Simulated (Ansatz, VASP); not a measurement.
**Te in VASP and in Ansatz**

```xyz
3
Lattice="4.3977 0.0000 0.0000 -2.1989 3.8086 0.0000 0.0000 0.0000 5.8449" Properties=species:S:1:pos:R:3 pbc="T T T"
Te    3.2763    0.0000    1.9483
Te   -1.6382    2.8374    3.8966
Te    0.5607    0.9712    0.0000
```

Change from the starting cell: volume scaled by 0.96, crystal datasets.

Alike in both runs: task electric field gradients; functional LDA; k mesh 9 × 9 × 6; occupations fermi-dirac, width 0.08 eV; no spin polarisation.

|  | VASP | Ansatz |
| --- | --- | --- |
| version | VASP 6.6.1 | Ansatz 0.2.0 |
| potentials or method | VASP PAW LDA potentials, release 64 (Te), cutoff 520 eV | all-electron PAW with datasets made for the crystal, scalar-relativistic |

Ansatz gave:

| Item | Value |
| --- | --- |
| pressure (GPa) | 1.9 |
| largest component of the traceless stress (GPa) | 1.21 |
| rms of the force components (eV/Å) | 0.447 |
| Vzz of the field gradient on the site that differs most (V/Å²) | -570.3 |

**Question.** What did VASP give for the same quantities?

**Answer.** Pressure (GPa): 2.1; largest component of the traceless stress (GPa): 1.33; rms of the force components (eV/Å): 0.476; Vzz of the field gradient on the site that differs most (V/Å²): -543.3.

Atom by atom the forces differ by 0.029 eV/Å (rms over components). Ansatz ran all-electron here, so the differences hold the error of VASP's frozen core and of both bases. Ansatz warned: «gradients_without_spin_orbit».

The runs have no spin-orbit coupling, so splittings on Te are missing.
